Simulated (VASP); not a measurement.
BeTe, 2 atoms in the cell. The structure is cubic, space group F-43m (No. 216). The conventional cell has a = 5.540 Å, b = 5.540 Å, c = 5.540 Å, α = 90.00°, β = 90.00°, γ = 90.00°. Around Te (site symmetry -43m) lie 4 Be at 2.40 Å. Be (site symmetry -43m) is surrounded by 4 Te at 2.40 Å. 

| Property | Result |
| --- | --- |
| Program | VASP 6.6.1 |
| Task | band structure |
| Functional | PBE |
| Potentials or basis | VASP PAW PBE potentials, release 54 (Te, Be) |
| Cutoff | 500 eV |
| k mesh | 8 × 8 × 8 |
| Occupations | fermi-dirac, width 0.05 eV |
| Spin | no spin polarisation |
| Further INCAR settings | ALGO = Normal; EDIFF = 1e-06; NBANDS = 11 |

Potentials or basis: VASP PAW PBE potentials, release 54 (Te, Be).

Launch:

```sh
$ cat potpaw_PBE.54/Te/POTCAR potpaw_PBE.54/Be/POTCAR > POTCAR
$ mpirun -np 1 vasp_std > vasp.out
```

Hardware: 1 thread of Intel(R) Xeon(R) Platinum 8488C (Sapphire Rapids), with other jobs on the host.

How long does it take, and how much memory?

Run time: 36 s on 1 thread of Intel(R) Xeon(R) Platinum 8488C (Sapphire Rapids), with other jobs on the host, peak memory 0.18 GiB. Counts: scf iterations 59, k points 29.
